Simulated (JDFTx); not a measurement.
Crystal: Ru.

```
Ru
1.0
     2.70580    0.00000    0.00000
    -1.35290    2.34329    0.00000
     0.00000    0.00000    4.28190
Ru
2
Direct
  0.66667 0.33333 0.75000
  0.33333 0.66667 0.25000
```

| Item | Value |
| --- | --- |
| Program | JDFTx 1.7.0 (patched build) |
| Task | relaxation of cell and atoms |
| Functional | PBE |
| Potentials or basis | SPMS-PBE-1.0 with smoothed tails |
| Cutoff | 1088 eV |
| Density cutoff | 8708 eV |
| k mesh | 6 × 6 × 3 |
| Occupations | fermi-dirac, width 0.05 eV |
| Spin | no spin polarisation |

At the start: pressure 5.9 GPa; volume 13.57 Å³/atom.

**Question.** Where does the relaxation end?

**Answer.** Over 7 steps the energy falls by 6.1 meV/atom and the volume is 13.83 Å³/atom (+1.9 %); space group P6_3/mmc (No. 194, to 0.05 Å).

Step by step:
```
step  energy change (eV)  largest force (eV/Å)  pressure (GPa)  volume (Å³)
   1              0.0000                0.0000            5.92        27.15
   2             -0.0036                0.0000            4.78        27.24
   3             -0.0115                0.0000            0.09        27.64
   4             -0.0120                0.0000            0.04        27.65
   5             -0.0121                0.0000            0.02        27.65
   6             -0.0121                0.0000           -0.02        27.66
   7             -0.0121                0.0000            0.01        27.66
```

Final structure:
```cif
data_structure
_symmetry_space_group_name_H-M 'P 1'
_symmetry_Int_Tables_number 1
_cell_length_a 2.7320
_cell_length_b 2.7320
_cell_length_c 4.2784
_cell_angle_alpha 90.000
_cell_angle_beta 90.000
_cell_angle_gamma 120.000
_cell_volume 27.66
loop_
_atom_site_label
_atom_site_type_symbol
_atom_site_fract_x
_atom_site_fract_y
_atom_site_fract_z
_atom_site_occupancy
Ru1 Ru 0.66667 0.33333 0.75000 1
Ru2 Ru 0.33333 0.66667 0.25000 1
```

Caveat: the k mesh is coarse (spacing up to 0.49 Å⁻¹), so the values aren't converged.
